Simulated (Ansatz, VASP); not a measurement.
**GaN: VASP beside Ansatz**

```
Ga N
1.0
     0.00000    2.25000    2.25000
     2.25000    0.00000    2.25000
     2.25000    2.25000    0.00000
Ga N
1 1
Direct
  0.00000 0.00000 0.00000
  0.25000 0.25000 0.25000
```

The cell was built by a generator and needn't be a form met in nature.

Alike in both runs: task single point; functional PBEsol; k mesh 8 × 8 × 8; occupations gaussian, width 0.1 eV; no spin polarisation.

|  | VASP | Ansatz |
| --- | --- | --- |
| version | VASP 6.6.1 | Ansatz 0.2.0 |
| potentials or method | VASP PAW PBE potentials, release 64 (Ga_d, N) | scalar-relativistic, plane waves, PAW |
| plane-wave cutoff (eV) | 520 | 420 |
| valence electrons in the cell | 18 | 18 |

VASP gave:

| Property | Result |
| --- | --- |
| gap on the k mesh at the Fermi level (eV) | 1.71 |
| least direct gap on the mesh (eV) | 1.71 |
| pressure (GPa) | -0.5 |

Q: Which values does Ansatz return?

A: gap on the k mesh at the Fermi level (eV): 1.70; least direct gap on the mesh (eV): 1.70; pressure (GPa): -0.2.

With one functional, cell and mesh, what is left measures potentials, basis and numerics. Ansatz warned: «pseudo_functional_mismatch».

Caveats: the PAW data sets were made with another functional, which shifts forces and pressure a little (VASP). PBEsol gaps usually lie below the measured ones, often by a third to a half.
